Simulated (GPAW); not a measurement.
Runs of GPAW 26.7.0 on ZrB2. It takes space group P6/mmm (No. 191, hexagonal). Conventional cell: a = 3.170 Å, b = 3.170 Å, c = 3.533 Å, α = 90.00°, β = 90.00°, γ = 120.00°. Zr (site symmetry 6/mmm) is surrounded by 12 B at 2.54 Å. Around B (site symmetry -6m2) lie 3 B at 1.83 Å. 

```csv
task,level,potentials or basis,spin,cell,k mesh,optimizer,fmax,max steps,target pressure,band path,gap on the mesh (eV),pressure (GPa),relaxed volume (Å³/atom)
relaxation of cell and atoms,PBEsol+D3,"PAW data sets generated in the run's folder for this functional, pw",off,relaxed,7 × 7 × 5,BFGS,0.02 eV/Å,60,-,-,none,-0.1,(b)
relaxation of cell and atoms,r2SCAN+D4,"GPAW PAW data sets (gpaw-data 1.2.1), pw",off,relaxed,7 × 7 × 5,FIRE,0.01 eV/Å,40,-,-,none,0.1,10.18
relaxation of cell and atoms,PBEsol,"PAW data sets generated in the run's folder for this functional, pw",off,relaxed to 1 GPa,7 × 7 × 5,FIRE,0.01 eV/Å,40,1 GPa,-,none,1.0,-
band structure,revPBE,"the program's PAW data sets (release 1.2.1) made for this functional, pw","SOC, no magnetisation",as given,7 × 7 × 5,-,-,-,-,"GMKGALHA,LM,KH",-,2.9,-
band structure,RPBE,"the program's PAW data sets (release 1.2.1) made for this functional, pw",off,as given,10 × 10 × 8,-,-,-,-,"GMKGALHA,LM,KH",-,3.7,-
band structure,LDA,"the program's PAW data sets (release 1.2.1) made for this functional, pw",off,as given,10 × 10 × 8,-,-,-,-,"GMKGALHA,LM,KH",-,(a),-
band structure,PBEsol,"PAW data sets generated in the run's folder for this functional, pw",off,as given,10 × 10 × 8,-,-,-,-,"GMKGALHA,LM,KH",-,-4.8,-
relaxation of cell and atoms,LDA,"the program's PAW data sets (release 1.2.1) made for this functional, pw",off,relaxed,7 × 7 × 5,FIRE,0.02 eV/Å,40,-,-,none,0.1,9.84
band structure,PBEsol,"PAW data sets generated in the run's folder for this functional, pw","SOC, no magnetisation",as given,7 × 7 × 6,-,-,-,-,"GMKGALHA,LM,KH",-,-4.8,-
```

Alike in all rows: cutoff (eV) 800; smearing fermi-dirac 0.05 eV.

Question: Estimate the missing entries.

Answer: (a) -9.8; (b) 9.90.

Caveats: later steps reuse the first step's grids (some runs); pairwise dispersion overbinds metals, which lowers pressure and volume (some runs); spin-orbit coupling was added after a scalar SCF, so levels and gaps hold it while energy, forces, pressure and moments don't (some runs); this program's spin-orbit splittings come out too wide for heavy elements (some runs); the PAW data sets were made with another functional, which shifts forces and pressure a little (some runs).

A k mesh can miss the band edges, and rows without SOC leave out spin-orbit coupling on Zr.

A gap of «none» marks a metal or a gap under the smearing width.

Runs at the PBE level aren't shown here.
